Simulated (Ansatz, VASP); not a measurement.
Two plane-wave programs on CdSe

The input INCAR:

```
  PREC = Accurate
  ENCUT = 520
  EDIFF = 1E-8
  ISMEAR = -1
  SIGMA = 0.03
  LREAL = False
  LASPH = True
  NELM = 80
  ALGO = Normal
  ISIF = 2
  LWAVE = False
  LCHARG = False
  LEFG = True
  NBANDS = 16
```

File KPOINTS:

```
Automatic mesh
0
Gamma
  8 8 8
```

POSCAR

```
CdSe
1.0
    0.0000000000      3.0600026564      3.0600026564
    3.0600026564      0.0000000000      3.0600026564
    3.0600026564      3.0600026564      0.0000000000
Cd Se
1 1
Direct
    0.0000000000      0.0000000000      0.0000000000
    0.2500000000      0.2500000000      0.2500000000
```

Input for Ansatz:

```yaml
crystal:
  lattice:
    - [0.0, 3.0600026564, 3.0600026564]
    - [3.0600026564, 0.0, 3.0600026564]
    - [3.0600026564, 3.0600026564, 0.0]
  atoms:
    - { symbol: Cd, position: [0.0, 0.0, 0.0] }
    - { symbol: Se, position: [0.25, 0.25, 0.25] }
kpoints:
  mp_grid: { grid: [8, 8, 8] }
scf:
  occupations: { method: fermi_dirac, width: 0.03 }
hamiltonian:
  xc: lda
  pseudopotentials: { kind: paw }
output:
  forces: true
  stress: true
  eigenvalues: true
  efg: { contact_densities: true }
```

Change from the starting cell: volume scaled by 0.99, PAW files.

Alike in both runs: task electric field gradients; functional LDA; k mesh 8 × 8 × 8; occupations fermi-dirac, width 0.03 eV; no spin polarisation.

```csv
,VASP,Ansatz
version,VASP 6.6.1,Ansatz 0.2.0
potentials or method,"VASP PAW LDA potentials, release 64 (Cd, Se)","PAW with Ansatz's default frozen-core files, scalar-relativistic"
plane-wave cutoff (eV),520,420
valence electrons in the cell,18,36
```

|  | VASP | Ansatz | Ansatz less VASP |
| --- | --- | --- | --- |
| pressure (GPa) | -2.4 | -2.8 | -0.39 |
| Vzz of the field gradient on the site that differs most (V/Å²) | 0.0 | 0.0 | 0.00 |

The two sets of potentials don't hold the same shells in valence. Ansatz warned: «gradients_without_spin_orbit».
